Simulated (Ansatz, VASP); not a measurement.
# Two plane-wave programs on CoO

```
Co O
1.0
     1.60222    0.92504    2.56647
    -1.60222    0.92504    2.56647
     0.00000   -1.85008    2.56647
Co O
1 1
Direct
  0.99898 0.99898 0.99898
  0.75102 0.75102 0.75102
```

Measurements of this composition are mostly on another form, of space group No. 225.

Alike in both runs: task single point; functional PBE; k mesh 10 × 10 × 10; occupations fermi-dirac, width 0.05 eV; collinear spin, ferromagnetic start.

```csv
,VASP,Ansatz
version,VASP 6.6.1,Ansatz 0.2.0
potentials or method,"VASP PAW PBE potentials, release 64 (Co, O)",Ansatz PAW
plane-wave cutoff (eV),520,420
valence electrons in the cell,15,23
```

Ansatz gave:

- gap on the k mesh at the Fermi level (eV): none
- pressure (GPa): -0.1
- largest component of the traceless stress (GPa): 3.56
- rms of the force components (eV/Å): 0.150
- net moment per atom (μB): 1.38
- size of the moment on the site where the two differ most (μB): 2.20

What did VASP give for the same quantities?

gap on the k mesh at the Fermi level (eV): none; pressure (GPa): -0.3; largest component of the traceless stress (GPa): 3.58; rms of the force components (eV/Å): 0.152; net moment per atom (μB): 1.37; size of the moment on the site where the two differ most (μB): 2.36.

Site moments also hang on the region over which each program counts them. Atom by atom the forces differ by 0.002 eV/Å (rms over components). A gap of «none» marks a metal or a gap that the smearing closes. With one functional, cell and mesh, what is left measures potentials, basis and numerics. The two sets of potentials don't hold the same shells in valence.

Caveats: a cell with one magnetic atom can't hold antiferromagnetic order, which such compounds often take; semilocal functionals often make such compounds metallic where correlation or magnetic order opens a gap, which also shifts bond lengths; the pressure holds a Pulay correction of +0.7 GPa for the finite cutoff (Ansatz). With open d or f shells a metallic result of PBE can be an artefact of self-interaction; +U or a hybrid may open a gap.
